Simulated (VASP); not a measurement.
Crystal: Os.

```xyz
2
Lattice="2.7341 0.0000 0.0000 -1.3671 2.3678 0.0000 0.0000 0.0000 4.3197" Properties=species:S:1:pos:R:3 pbc="T T T"
Os    1.3671    0.7893    3.2398
Os    0.0000    1.5785    1.0799
```

* Program: VASP 6.6.1
* Task: relaxation of cell and atoms
* Functional: PBE
* Potentials or basis: VASP PAW PBE potentials, release 54 (Os)
* Cutoff: 580 eV
* k mesh: 11 × 11 × 6
* Occupations: fermi-dirac, width 0.05 eV
* Spin: no spin polarisation

At the start: pressure 9.0 GPa; volume 13.98 Å³/atom.

Task: Where does the relaxation end?

Result: Over 9 steps the energy falls by 8.1 meV/atom and the volume is 14.28 Å³/atom (+2.1 %); space group P6_3/mmc (No. 194, to 0.05 Å).

The path:
```
step  energy change (eV)  largest force (eV/Å)  pressure (GPa)  volume (Å³)
   1              0.0000                0.0000            8.96        27.96
   2              0.2535                0.0000          -29.26        31.25
   3             -0.0161                0.0000           -0.36        28.58
   4             -0.0161                0.0000           -0.01        28.56
   5             -0.0161                0.0000            0.17        28.55
   6             -0.0161                0.0000            0.14        28.55
   7             -0.0161                0.0000            0.16        28.55
   8             -0.0161                0.0000           -0.46        28.59
   9             -0.0161                0.0000            0.02        28.56
```

Final structure:
```xyz
2
Lattice="2.7538 0.0000 0.0000 -1.3769 2.3848 0.0000 0.0000 0.0000 4.3482" Properties=species:S:1:pos:R:3 pbc="T T T"
Os    1.3769    0.7949    3.2612
Os    0.0000    1.5899    1.0871
```
